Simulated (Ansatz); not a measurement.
Li2O (started from an entry of an open crystallographic database), relaxed with r2SCAN, was run in the plane-wave code Ansatz under altered settings. All numbers are computed, without spin polarisation but where a row says otherwise.

```xyz
3
Lattice="0.0000 2.2864 2.2864 2.2864 0.0000 2.2864 2.2864 2.2864 0.0000" Properties=species:S:1:pos:R:3 pbc="T T T"
Li    1.1432    1.1432    1.1432
Li    3.4296    3.4296    3.4296
O     0.0000    0.0000    0.0000
```

The base run's other keys:
```yaml
kpoints:
  mp_grid: { grid: [6, 6, 6] }
hamiltonian:
  xc: r2scan
scf:
  occupations: { method: fixed }
  n_extra_bands: 4
```

It takes 6 iterations with 609 plane waves at 500 eV and 16 k points, and leaves a mean stress of +0.01 GPa. The gap over this mesh is 5.767 eV. It ran on 4 threads of AMD EPYC 7R43 64-Core Processor (Zen 3), with other jobs on the host.

Outcomes, with energy and stress as changes against the base:

| setting | outcome | ΔF (meV/atom) | Δ mean stress (GPa) | gap on the mesh (eV) | iterations | wall time |
| --- | --- | --- | --- | --- | --- | --- |
| basis.ecutwfc: 750 | converged | -1.5 | 0.00 | 5.768 | 6 | 0.88 s |
| basis.xc_grid: 3 | converged | 0.0 | 0.00 | 5.767 | 6 | 0.66 s |
| scf.occupations: cold 0.05 | converged | 0.0 | 0.00 | 5.767 | 6 | 0.73 s |
| basis.ecutwfc: 250 | converged, warned | +614 | -0.39 | 5.406 | 7 | 0.54 s |
| hamiltonian.pseudopotentials: nc (cutoff then 1290 eV) | converged | – | 0.00 | 5.766 | 7 | 1.4 s |
| basis.xc_grid: 1 | converged | -0.3 | +0.01 | 5.766 | 6 | 0.6 s |
| hamiltonian.dispersion: d4 | converged | -33 | -0.71 | 5.767 | 6 | 0.85 s |
| scf.occupations: fermi_dirac 0.5 | converged | -0.3 | +0.03 | 5.769 | 6 | 0.68 s |
| scf.occupations: fermi_dirac 0.001 | converged | 0.0 | 0.00 | 5.767 | 6 | 0.64 s |
| basis.ecutwfc: 900 | converged | -1.7 | 0.00 | 5.768 | 6 | 0.95 s |
| hamiltonian.dispersion: d3bj | converged, warned | -128 | -2.62 | 5.767 | 6 | 0.69 s |
| scf.convergence.dr2_threshold: 0.0001 | converged, warned | 0.0 | 0.0 | 5.767 | 6 | 0.69 s |
| scf.mixing.beta: 5.0 | refused | – | – | – | – | 0.05 s |

A dash marks a value that wasn't obtained or can't be compared. Stress is positive in compression. The base took 0.6 s.

- basis.ecutwfc: 250. 181 plane waves in place of 609. The free energy moves by +614 meV an atom, the mean stress by -0.39 GPa and the gap on the mesh by -0.361 eV (to 5.406). The basis is too small: these are errors of the cutoff. Warned: cutoff below recommended.
- hamiltonian.dispersion: d4. The free energy moves by -33 meV an atom, the mean stress by -0.71 GPa and the gap on the mesh by 0.000 eV (to 5.767). A pairwise correction adds to energy, forces and stress and leaves the bands alone.
- basis.ecutwfc: 900. 1459 plane waves in place of 609. The free energy moves by -1.7 meV an atom, the mean stress by 0.00 GPa and the gap on the mesh by +0.001 eV (to 5.768). The base cutoff was converged to that degree.
- hamiltonian.dispersion: d3bj. The free energy moves by -128 meV an atom, the mean stress by -2.62 GPa and the gap on the mesh by 0.000 eV (to 5.767). A pairwise correction adds to energy, forces and stress and leaves the bands alone. Warned: dispersion damping borrowed.
- scf.convergence.dr2_threshold: 0.0001. It converges in 6 iterations, as the base does. Even so loose a threshold leaves the results unchanged here, which can't be counted on. Warned: force scf threshold loose, stress scf threshold loose.
- scf.mixing.beta: 5.0. The program doesn't start. Error: invalid value for `scf.mixing.beta`: must be finite and in (0, 1]; got 5

Within 1 meV an atom, 0.1 GPa and 0.005 eV of the base stay: basis.xc_grid: 3; scf.occupations: cold 0.05; basis.xc_grid: 1; scf.occupations: fermi_dirac 0.5; scf.occupations: fermi_dirac 0.001; scf.convergence.dr2_threshold: 0.0001.
